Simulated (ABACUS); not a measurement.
**SrCl2 under changes of volume**

One of the cells (28.299 Å³/atom); the others are scaled copies at fixed shape and fractional positions:

```xyz
3
Lattice="0.0000 3.4884 3.4884 3.4884 0.0000 3.4884 3.4884 3.4884 0.0000" Properties=species:S:1:pos:R:3 pbc="T T T"
Sr    0.0000    0.0000    0.0000
Cl    5.2325    5.2325    5.2325
Cl    1.7442    1.7442    1.7442
```

* Program: ABACUS 3.10.1
* Functional: PBE
* Potentials or basis: PseudoDojo NC SR 0.4.1 PBE standard
* Cutoff: 925 eV
* Density cutoff: 3701 eV
* Basis: plane waves
* k mesh: 7 × 7 × 7
* Occupations: fermi-dirac, width 0.05 eV
* Spin: no spin polarisation

```csv
volume (Å³/atom),energy over the lowest point (meV/atom),pressure (GPa),gap on the mesh (eV)
26.601,25.82,3.6,5.58
27.167,14.71,2.6,5.54
27.733,6.92,1.8,5.46
28.299,2.12,1.0,5.38
28.865,0.00,0.2,5.30
29.431,?,?,?
29.997,2.75,-1.0,5.15
```

Problem. What does the run at 29.431 Å³/atom give?

Solution. Energy over the lowest point 0.29 meV/atom; pressure -0.4 GPa; gap on the mesh 5.22 eV.

Worked out: A Birch-Murnaghan fit of order 3 (a polynomial in V^(-2/3)) to the other rows has its minimum at 29.07 Å³/atom with B0 = V·E''(V) = 34 GPa and B' = 4.5. It gives 0.29 meV/atom at 29.431 Å³/atom, against the run's 0.29, and -dE/dV = -0.4 GPa, against -0.4. A parabola through the other rows of the gap, of slope -4.22 eV per unit of ln V there, gives 5.23 eV, against the run's 5.22.

Energies are extrapolated to zero smearing.

Caveats: an odd mesh through Γ misses points on the zone boundary, where band edges often lie. Spin-orbit coupling on Sr is left out.
